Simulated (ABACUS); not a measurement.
# Li (Fm-3m) in ABACUS: notebook, part 2 of 2

ABACUS 3.10.1.

**4. Equation of state, PBE, 20.93 Å³/atom (volume scaled by 0.98)**

INPUT reads:

```
INPUT_PARAMETERS
suffix              Li
calculation         scf
basis_type          lcao
pseudo_dir          ./
orbital_dir         ./
symmetry            1
dft_functional      pbe
ecutwfc             100
pseudo_rcut         10
nspin               1
nbands              6
ks_solver           genelpa
smearing_method     fd
smearing_sigma      0.00367493
scf_thr             1e-07
scf_nmax            100
mixing_type         broyden
mixing_beta         0.7
cal_force           1
cal_stress          1
out_mul             1
```

STRU reads:

```
ATOMIC_SPECIES
Li 6.9400 Li.upf

NUMERICAL_ORBITAL
Li_confined-atom_8au_4s2p1d.orb

LATTICE_CONSTANT
1.8897261246

LATTICE_VECTORS
0.0000000000 2.1872210312 2.1872210312
2.1872210312 0.0000000000 2.1872210312
2.1872210312 2.1872210312 0.0000000000

ATOMIC_POSITIONS
Direct

Li
0.0
1
0.0000000000 0.0000000000 0.0000000000 1 1 1
```

KPT reads:

```
K_POINTS
0
Gamma
10 10 10 0 0 0
```

Command:

```
> OMP_NUM_THREADS=1 mpirun -np 4 abacus > log
```

It took 2.7 s on 4 MPI ranks of Intel Xeon at 2.60GHz (Ice Lake), shared host; peak memory 0.4 GiB.

Results (log left out):

| Quantity | Value |
| --- | --- |
| Free energy | -196.0315 eV |
| Pressure | -0.5 GPa |
| Band gap on the k mesh | none (metal or under the smearing width) |

Caveat: the atomic orbitals were generated for these runs and aren't a published set; the basis of atomic orbitals isn't converged, which shifts pressures, moduli and gaps.

**5. Equation of state, PBE, 21.35 Å³/atom**

INPUT is that of step 4.

STRU reads:

```
ATOMIC_SPECIES
Li 6.9400 Li.upf

NUMERICAL_ORBITAL
Li_confined-atom_8au_4s2p1d.orb

LATTICE_CONSTANT
1.8897261246

LATTICE_VECTORS
0.0000000000 2.2020000000 2.2020000000
2.2020000000 0.0000000000 2.2020000000
2.2020000000 2.2020000000 0.0000000000

ATOMIC_POSITIONS
Direct

Li
0.0
1
0.0000000000 0.0000000000 0.0000000000 1 1 1
```

KPT is that of step 4.

Command:

```
> OMP_NUM_THREADS=1 mpirun -np 4 abacus > log
```

Run time: 2.7 s. Hardware: 4 MPI ranks of Intel Xeon at 2.60GHz (Ice Lake), shared host; peak memory 0.4 GiB.

Results (log left out):

```
Free energy            : -196.0299 eV
Pressure               : -0.7 GPa
Band gap on the k mesh : none (metal or under the smearing width)
```

Caveat: the atomic orbitals were generated for these runs and aren't a published set; the basis of atomic orbitals isn't converged, which shifts pressures, moduli and gaps.

**6. Equation of state, PBE, 21.78 Å³/atom (volume scaled by 1.02)**

INPUT is that of step 5.

STRU reads:

```
ATOMIC_SPECIES
Li 6.9400 Li.upf

NUMERICAL_ORBITAL
Li_confined-atom_8au_4s2p1d.orb

LATTICE_CONSTANT
1.8897261246

LATTICE_VECTORS
0.0000000000 2.2165832065 2.2165832065
2.2165832065 0.0000000000 2.2165832065
2.2165832065 2.2165832065 0.0000000000

ATOMIC_POSITIONS
Direct

Li
0.0
1
0.0000000000 0.0000000000 0.0000000000 1 1 1
```

KPT is that of step 5.

Potentials or basis: PseudoDojo NC SR 0.4.1 PBE standard, TZDP LCAO (the cutoffs set its grid).

Command:

```
> OMP_NUM_THREADS=1 mpirun -np 4 abacus > log
```

Run time: 2.5 s. Hardware: 4 MPI ranks of Intel Xeon at 2.60GHz (Ice Lake), shared host; peak memory 0.4 GiB.

The run converged. Its results:

```yaml
Free_energy: -196.0277 eV
Pressure: -0.9 GPa
Band_gap_on_the_k_mesh: none (metal or under the smearing width)
```

Caveat: the atomic orbitals were generated for these runs and aren't a published set; the basis of atomic orbitals isn't converged, which shifts pressures, moduli and gaps.

**7. Equation of state, PBE, 22.21 Å³/atom (volume scaled by 1.04)**

INPUT is that of step 6.

STRU reads:

```
ATOMIC_SPECIES
Li 6.9400 Li.upf

NUMERICAL_ORBITAL
Li_confined-atom_8au_4s2p1d.orb

LATTICE_CONSTANT
1.8897261246

LATTICE_VECTORS
0.0000000000 2.2309770072 2.2309770072
2.2309770072 0.0000000000 2.2309770072
2.2309770072 2.2309770072 0.0000000000

ATOMIC_POSITIONS
Direct

Li
0.0
1
0.0000000000 0.0000000000 0.0000000000 1 1 1
```

KPT is that of step 6.

Command:

```
> OMP_NUM_THREADS=1 mpirun -np 4 abacus > log
```

Wall time 2.6 s (4 MPI ranks of Intel Xeon at 2.60GHz (Ice Lake), shared host); peak memory 0.4 GiB.

The run converged. Its results:

| Quantity | Value |
| --- | --- |
| Free energy | -196.0249 eV |
| Pressure | -1.2 GPa |
| Band gap on the k mesh | none (metal or under the smearing width) |

Caveat: the atomic orbitals were generated for these runs and aren't a published set; the basis of atomic orbitals isn't converged, which shifts pressures, moduli and gaps.

**8. Equation of state, PBE, 22.64 Å³/atom (volume scaled by 1.06)**

INPUT is that of step 7.

STRU reads:

```
ATOMIC_SPECIES
Li 6.9400 Li.upf

NUMERICAL_ORBITAL
Li_confined-atom_8au_4s2p1d.orb

LATTICE_CONSTANT
1.8897261246

LATTICE_VECTORS
0.0000000000 2.2451874350 2.2451874350
2.2451874350 0.0000000000 2.2451874350
2.2451874350 2.2451874350 0.0000000000

ATOMIC_POSITIONS
Direct

Li
0.0
1
0.0000000000 0.0000000000 0.0000000000 1 1 1
```

KPT is that of step 7.

Command:

```
> OMP_NUM_THREADS=1 mpirun -np 4 abacus > log
```

Run time: 2.5 s. Hardware: 4 MPI ranks of Intel Xeon at 2.60GHz (Ice Lake), shared host; peak memory 0.4 GiB.

It converged, with:

```yaml
Free_energy: -196.0216 eV
Pressure: -1.3 GPa
Band_gap_on_the_k_mesh: none (metal or under the smearing width)
```

Caveat: the atomic orbitals were generated for these runs and aren't a published set; the basis of atomic orbitals isn't converged, which shifts pressures, moduli and gaps.

**9. Equation of state, PBE**

Potentials or basis: PseudoDojo NC SR 0.4.1 PBE standard, TZDP LCAO (the cutoffs set its grid).

No new run: the results of the series are fitted here.

Results:

| Item | Value |
| --- | --- |
| Equilibrium volume | 20.20 Å³/atom |
| Bulk modulus | 14.0 GPa |
| Pressure derivative of the bulk modulus | 2.9 (rough: it moves with the points fitted) |

Energy against volume, from the lowest point:
```
volume (Å³/atom)  energy (meV/atom)
          20.073               0.00
          20.500               0.14
          20.927               1.07
          21.354               2.65
          21.781               4.85
          22.208               7.67
          22.635              11.00
```

Caveat: the atomic orbitals were generated for these runs and aren't a published set; the basis of atomic orbitals isn't converged, which shifts pressures, moduli and gaps.
